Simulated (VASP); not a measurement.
# ZnO in VASP: relaxing the cell with several functionals, part 2 of 2

The system is ZnO in the rocksalt structure, a generated structure that needn't be the ground state.

VASP 6.6.1, plane waves, PAW. The steps go on from the part before.

### Step 4. LDA: cell and atoms

Contents of INCAR:

```
ENCUT = 600.000000
SIGMA = 0.020000
EDIFF = 1.00e-07
EDIFFG = -5.00e-03
GGA = CA
PREC = Accurate
IBRION = 2
ISIF = 3
ISMEAR = -1
NBANDS = 16
NELM = 120
NSW = 40
LASPH = .TRUE.
LCHARG = .FALSE.
LWAVE = .FALSE.
LREAL = .FALSE.
```

Contents of KPOINTS:

```
KPOINTS created by Atomic Simulation Environment
0
Gamma
10 10 10
0 0 0
```

Contents of POSCAR:

```
Zn O
 1.0000000000000000
    -0.0000000000000000    2.1650699451237672    2.1650699451237672
     2.1650699451237672    0.0000000000000000    2.1650699451237672
     2.1650699451237672    2.1650699451237672    0.0000000000000000
 Zn  O
   1   1
Cartesian
  0.0000000000000000  0.0000000000000000 -0.0000000000000000
  2.1650699451237672  2.1650699451237672  2.1650699451237672
```

The run uses the recommended LDA PAW datasets (18 valence electrons a neutral cell).

OSZICAR:

```text
N       E                     dE             d eps       ncg     rms          rms(c)
DAV:   1     0.975241541413E+02    0.97524E+02   -0.10341E+04  1544   0.187E+03
DAV:   2    -0.637120519660E+01   -0.10390E+03   -0.94675E+02  1624   0.318E+02
DAV:   3    -0.116857543560E+02   -0.53145E+01   -0.52929E+01  1792   0.703E+01
DAV:   4    -0.117122126474E+02   -0.26458E-01   -0.26457E-01  1816   0.500E+00
DAV:   5    -0.117122935897E+02   -0.80942E-04   -0.80942E-04  1808   0.264E-01    0.876E+00
DAV:   6    -0.103609276244E+02    0.13514E+01   -0.26864E+00  2296   0.516E+01    0.610E+00
DAV:   7    -0.103291930366E+02    0.31735E-01   -0.45264E-01  1744   0.114E+01    0.332E+00
DAV:   8    -0.103058166266E+02    0.23376E-01   -0.89234E-02  1608   0.271E+00    0.513E-01
DAV:   9    -0.103029162877E+02    0.29003E-02   -0.55533E-03  2256   0.124E+00    0.100E-01
DAV:  10    -0.103029326216E+02   -0.16334E-04   -0.10400E-03  1552   0.270E-01    0.485E-02
DAV:  11    -0.103029315425E+02    0.10791E-05   -0.11636E-05  1848   0.360E-02    0.288E-03
DAV:  12    -0.103029315145E+02    0.28015E-07   -0.68827E-07  1880   0.153E-02
   1 F= -.10302932E+02 E0= -.10302932E+02  d E =-.103029E+02
       N       E                     dE             d eps       ncg     rms          rms(c)
DAV:   1    -0.134366529707E+02   -0.31337E+01   -0.29101E+01  1888   0.120E+02    0.131E+01
DAV:   2    -0.106675467708E+02    0.27691E+01   -0.64986E+00  1736   0.676E+01    0.434E+00
DAV:   3    -0.104339310744E+02    0.23362E+00   -0.21992E-01  1536   0.565E+00    0.210E+00
DAV:   4    -0.103551170101E+02    0.78814E-01   -0.99821E-03  2384   0.589E+00    0.919E-01
DAV:   5    -0.103394161096E+02    0.15701E-01   -0.50874E-03  2048   0.193E+00    0.444E-02
DAV:   6    -0.103395163293E+02   -0.10022E-03   -0.98137E-04  1544   0.332E-01    0.249E-02
DAV:   7    -0.103395276551E+02   -0.11326E-04   -0.17400E-05  2032   0.943E-02    0.823E-03
DAV:   8    -0.103395267689E+02    0.88620E-06   -0.40370E-06  2248   0.280E-02    0.163E-03
DAV:   9    -0.103395267740E+02   -0.50900E-08   -0.47342E-07  1512   0.105E-02
   2 F= -.10339527E+02 E0= -.10339527E+02  d E =-.365953E-01
       N       E                     dE             d eps       ncg     rms          rms(c)
DAV:   1    -0.108052438724E+02   -0.46572E+00   -0.45945E+00  1800   0.520E+01    0.468E+00
DAV:   2    -0.104256485943E+02    0.37960E+00   -0.74757E-01  1856   0.217E+01    0.183E+00
DAV:   3    -0.103829386032E+02    0.42710E-01   -0.23776E-02  1800   0.658E+00    0.100E+00
DAV:   4    -0.103701216593E+02    0.12817E-01   -0.96241E-03  2088   0.126E+00    0.203E-01
DAV:   5    -0.103694808081E+02    0.64085E-03   -0.62819E-04  2232   0.542E-01    0.159E-02
DAV:   6    -0.103694895363E+02   -0.87282E-05   -0.81737E-05  1560   0.883E-02    0.850E-03
DAV:   7    -0.103694914174E+02   -0.18811E-05   -0.21797E-06  2448   0.264E-02    0.175E-03
DAV:   8    -0.103694913688E+02    0.48602E-07   -0.30487E-07  1400   0.117E-02
   3 F= -.10369491E+02 E0= -.10369491E+02  d E =-.665599E-01
       N       E                     dE             d eps       ncg     rms          rms(c)
DAV:   1    -0.103699204824E+02   -0.42907E-03   -0.45334E-03  1856   0.159E+00    0.151E-01
DAV:   2    -0.103695301043E+02    0.39038E-03   -0.79226E-04  1840   0.759E-01    0.560E-02
DAV:   3    -0.103694898070E+02    0.40297E-04   -0.19051E-05  1920   0.165E-01    0.296E-02
DAV:   4    -0.103694763355E+02    0.13472E-04   -0.70332E-06  2080   0.477E-02    0.352E-03
DAV:   5    -0.103694762086E+02    0.12687E-06   -0.90482E-07  1832   0.120E-02    0.533E-04
DAV:   6    -0.103694762132E+02   -0.45839E-08   -0.36939E-08   824   0.172E-03
   4 F= -.10369476E+02 E0= -.10369476E+02  d E =-.665447E-01
       N       E                     dE             d eps       ncg     rms          rms(c)
DAV:   1    -0.103701299408E+02   -0.65373E-03   -0.65934E-03  1856   0.192E+00    0.181E-01
DAV:   2    -0.103695652816E+02    0.56466E-03   -0.11443E-03  1848   0.908E-01    0.673E-02
DAV:   3    -0.103695070020E+02    0.58280E-04   -0.27848E-05  1920   0.203E-01    0.357E-02
DAV:   4    -0.103694876515E+02    0.19350E-04   -0.10403E-05  2104   0.559E-02    0.461E-03
DAV:   5    -0.103694874089E+02    0.24255E-06   -0.12911E-06  2016   0.151E-02    0.648E-04
DAV:   6    -0.103694874150E+02   -0.60318E-08   -0.50745E-08   776   0.207E-03
   5 F= -.10369487E+02 E0= -.10369487E+02  d E =-.112018E-04
       N       E                     dE             d eps       ncg     rms          rms(c)
DAV:   1    -0.103695790900E+02   -0.91681E-04   -0.88182E-04  1856   0.703E-01    0.664E-02
DAV:   2    -0.103695034218E+02    0.75668E-04   -0.15388E-04  1848   0.333E-01    0.246E-02
DAV:   3    -0.103694956286E+02    0.77931E-05   -0.36798E-06  1912   0.734E-02    0.130E-02
DAV:   4    -0.103694930205E+02    0.26082E-05   -0.13666E-06  2072   0.207E-02    0.162E-03
DAV:   5    -0.103694929890E+02    0.31423E-07   -0.15920E-07  1016   0.543E-03
   6 F= -.10369493E+02 E0= -.10369493E+02  d E =-.167759E-04
```

OUTCAR, selected sections:

```text
k-points           NKPTS =     47   k-points in BZ     NKDIM =     47   number of bands    NBANDS=     16

   NELECT =      18.0000    total number of electrons

   dimension x,y,z NGX =    24 NGY =   24 NGZ =   24
   dimension x,y,z NGXF=    48 NGYF=   48 NGZF=   48

  energy-cutoff  :      600.00
  volume of cell :       18.81
      direct lattice vectors                 reciprocal lattice vectors
    -0.000000000  2.110663187  2.110663187    -0.236892368  0.236892368  0.236892368
     2.110663187  0.000000000  2.110663187     0.236892368 -0.236892368  0.236892368
     2.110663187  2.110663187 -0.000000000     0.236892368  0.236892368 -0.236892368

 k-points in reciprocal lattice and weights: KPOINTS created by Atomic Simulation Env
   0.00000000  0.00000000  0.00000000       0.001
   0.10000000  0.00000000  0.00000000       0.008
   0.20000000  0.00000000  0.00000000       0.008
   0.30000000  0.00000000  0.00000000       0.008
   0.40000000  0.00000000  0.00000000       0.008
   0.50000000  0.00000000  0.00000000       0.004
   0.10000000  0.10000000  0.00000000       0.006
   0.20000000  0.10000000  0.00000000       0.024
[... 39 more k-points ...]

 E-fermi :   3.3061

 k-point     1 :       0.0000    0.0000    0.0000
  band No.  band energies     occupation
      1     -15.8337      2.00000
      2      -2.1429      2.00000
      3      -2.1429      2.00000
      4      -2.1429      2.00000
      5      -1.9051      2.00000
      6      -1.9051      2.00000
      7       1.3831      2.00000
      8       1.3831      2.00000
      9       1.3831      2.00000
     10       3.9861      0.00000
     11      20.9892      0.00000
     12      20.9892      0.00000
     13      20.9892      0.00000
     14      21.2181      0.00000
     15      22.5771      0.00000
     16      22.5771      0.00000

 k-point     2 :       0.1000    0.0000    0.0000
  band No.  band energies     occupation
      1     -15.7096      2.00000
      2      -2.2365      2.00000
      3      -2.1630      2.00000
      4      -2.1630      2.00000
      5      -2.0061      2.00000
      6      -2.0061      2.00000
      7       0.5630      2.00000
      8       1.5652      2.00000
      9       1.5652      2.00000
     10       4.8983      0.00000
     11      18.0769      0.00000
     12      20.2634      0.00000
     13      20.2634      0.00000
     14      21.8887      0.00000
     15      22.6467      0.00000
     16      22.6467      0.00000

 k-point     3 :       0.2000    0.0000    0.0000
  band No.  band energies     occupation
      1     -15.3644      2.00000
      2      -2.6983      2.00000
      3      -2.4708      2.00000
      4      -2.4708      2.00000
      5      -1.9534      2.00000
      6      -1.9534      2.00000
      7      -0.4629      2.00000
      8       1.9864      2.00000
      9       1.9864      2.00000
     10       6.3617      0.00000
     11      15.4104      0.00000
     12      18.6332      0.00000
     13      18.6332      0.00000
     14      21.8299      0.00000
     15      23.4521      0.00000
     16      23.4521      0.00000

 k-point     4 :       0.3000    0.0000    0.0000
  band No.  band energies     occupation
      1     -14.8875      2.00000
      2      -3.6649      2.00000
      3      -2.8369      2.00000
      4      -2.8369      2.00000
      5      -1.8230      2.00000
      6      -1.8230      2.00000
      7      -0.8328      2.00000
      8       2.4415      2.00000
      9       2.4415      2.00000
     10       7.5653      0.00000
     11      13.4723      0.00000
     12      17.0966      0.00000
     13      17.0966      0.00000
     14      21.9376      0.00000
     15      24.8952      0.00000
     16      24.8952      0.00000

[... the tables of k-points 5 to 47 left out ...]

  Total       -0.0003998     -0.0003998     -0.0003998     -0.0000000      0.0000000      0.0000000
  in kB       -0.0340604     -0.0340604     -0.0340604     -0.0000000      0.0000000      0.0000000
  external PRESSURE =      -0.0340604 kB  Pullay stress =       0.0000000 kB

 POSITION                                       TOTAL-FORCE (eV/Angst)
 -----------------------------------------------------------------------------------
      0.00000      0.00000      0.00000         0.000000      0.000000      0.000000
      2.11066      2.11066      2.11066         0.000000     -0.000000     -0.000000
 -----------------------------------------------------------------------------------
    total drift:                                0.000000     -0.000000     -0.000000

  FREE ENERGIE OF THE ION-ELECTRON SYSTEM (eV)
  ---------------------------------------------------
  free  energy   TOTEN  =       -10.3694929890 eV

  energy  without entropy=      -10.3694929890  energy(sigma->0) =      -10.36949299
```

CONTCAR

```
Zn O
   1.00000000000000
    -0.0000000000000000    2.1106631868011632    2.1106631868011632
     2.1106631868011632    0.0000000000000000    2.1106631868011632
     2.1106631868011632    2.1106631868011632   -0.0000000000000000
  Zn              O
     1     1
Direct
     0.0000000000000000    0.0000000000000000    0.0000000000000000
     0.5000000000000000    0.5000000000000000    0.5000000000000000

  0.00000000E+00  0.00000000E+00  0.00000000E+00
  0.00000000E+00  0.00000000E+00  0.00000000E+00
```

```
                       before  after   change
                a (Å)   4.330  4.221  -2.51 %
     volume (Å³/atom)  10.149  9.403  -7.35 %
shortest distance (Å)   2.165  2.111  -2.51 %
          space group   Fm-3m  Fm-3m     same
```

### Step 5. The relaxed cells

The summary covers parts 1 to 2.

| level | a (Å) | volume (Å³/atom) | space group | Ansatz: volume (Å³/atom) |
| --- | --- | --- | --- | --- |
| r2SCAN | 4.276 | 9.771 | Fm-3m | 9.715 |
| PBEsol | 4.273 | 9.749 | Fm-3m | 9.698 |
| LDA | 4.221 | 9.403 | Fm-3m | 9.347 |

**Reading.** The r2SCAN run changed the volume by -3.7 % from its own start of 10.15 Å³/atom. LDA gives the smallest cell and r2SCAN the largest, 3.9 % apart in volume. The two programs differ by at most 0.59 % in volume, much less than the spread of the functionals. Datasets and cutoffs are each program's own. LDA means the Perdew–Zunger form in VASP and the Perdew–Wang form in Ansatz.
